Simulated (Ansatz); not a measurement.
KCl built on the NiAs prototype was relaxed with 5 functionals in the plane-wave code Ansatz, cell and atoms free, the symmetry of the start kept (meshes: PBE 6×6×4, r2SCAN 6×6×4, PBEsol 6×6×4, LDA 6×6×4, HSE06 6×6×2). No spin polarisation and no zero-point or thermal motion; the cell was built from a prototype and may be hypothetical.

The r2SCAN result:
```
K Cl
1.0
     4.34008    0.00000    0.00000
    -2.17004    3.75862    0.00000
     0.00000    0.00000    7.63597
K Cl
2 2
Direct
  0.00000 0.00000 0.00000
  0.00000 0.00000 0.50000
  0.33333 0.66667 0.25000
  0.66667 0.33333 0.75000
```

Space group P6_3/mmc (No. 194), hexagonal; conventional cell a = 4.340 Å, c = 7.636 Å, 31.14 Å³ an atom. Around K lie 6 Cl at 3.15 Å; around Cl lie 6 K at 3.15 Å.

Q: Order the functionals by the relaxed volume, smallest first.
A. r2SCAN
B. LDA
C. PBE
D. HSE06
E. PBEsol

A: B (28.08 Å³/atom), E (30.49 Å³/atom), A (31.14 Å³/atom), D (31.97 Å³/atom), C (32.57 Å³/atom).

Q: How does the cell change with HSE06?

A: a = 4.383 Å, c = 7.686 Å; the volume differs by +2.7 % from r2SCAN's. Around K lie 6 Cl at 3.18 Å; around Cl lie 6 K at 3.18 Å.

Q: How does the cell change with PBEsol?

A: a = 4.308 Å, c = 7.588 Å; the volume differs by -2.1 % from r2SCAN's. K is surrounded by 6 Cl at 3.13 Å; Cl is surrounded by 6 K at 3.13 Å.

Q: Held at the r2SCAN cell, what mean stress do LDA and PBE find, and does its sign point to their own minimum?

A: Yes. LDA -1.92 GPa, and its relaxed volume is -9.8 % from r2SCAN's; PBE +0.80 GPa, and its relaxed volume is +4.6 % from r2SCAN's. Compression counts positive, so a positive stress asks for a larger cell.
